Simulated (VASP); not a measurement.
Wanted: the native input for a VASP 6.6.1 run.

```
Task                   : single point
Functional             : LDA
Potentials or basis    : VASP PAW LDA potentials, release 64 (Cd, Se)
Cutoff                 : 520 eV
k mesh                 : 9 × 9 × 6
Occupations            : gaussian, width 0.02 eV
Spin                   : no spin polarisation
Dipole correction      : no
Further INCAR settings : ALGO = Fast; EDIFF = 1e-07; NBANDS = 26
```

The structure of CdSe (Cadmoselite) lies in POSCAR:

```
CdSe
1.0
    4.2476794327      0.0000000000      0.0000000000
   -2.1238397163      3.6785982958      0.0000000000
    0.0000000000      0.0000000000      6.9442119268
Cd Se
2 2
Direct
    0.3333333333      0.6666666667      0.0049031366
    0.6666666667      0.3333333333      0.5049031366
    0.3333333333      0.6666666667      0.3800968634
    0.6666666667      0.3333333333      0.8800968634
```

The cell isn't the ideal one: relaxed again under DFT LDA, scalar-relativistic, plane waves, PAW.

One way to write it, as run:

INCAR

```
SYSTEM = CdSe
ALGO     = Fast           ! electronic algorithm
EDIFF    = 1E-7           ! SCF threshold, eV
ENCUT    = 520            ! plane-wave cutoff, eV
GGA      = CA             ! functional
ISIF     = 2              ! what is computed and relaxed
ISMEAR   = 0              ! smearing method
LASPH    = .TRUE.         ! aspherical terms in the spheres
LCHARG   = .FALSE.        ! write CHGCAR
LREAL    = .FALSE.        ! projectors in reciprocal space
LWAVE    = .FALSE.        ! write WAVECAR
NBANDS   = 26             ! bands
NELM     = 100            ! most SCF steps
PREC     = Accurate       ! precision mode
SIGMA    = 0.02           ! smearing width, eV
```

KPOINTS

```
k-points
0
G
  9 9 6
  0 0 0
```

Potentials or basis: VASP PAW LDA potentials, release 64 (Cd, Se).

The run is started by

```console
$ cat potpaw_LDA.64/Cd/POTCAR potpaw_LDA.64/Se/POTCAR > POTCAR
$ mpirun -np 1 vasp_std > vasp.out
```

Results of the run:

```
Pressure               : 0.5 GPa
Band gap on the k mesh : 0.49 eV, direct
```

It took 45 s on 1 thread of Intel(R) Xeon(R) 6975P-C (Granite Rapids), with other jobs on the host, peak memory 0.26 GiB.
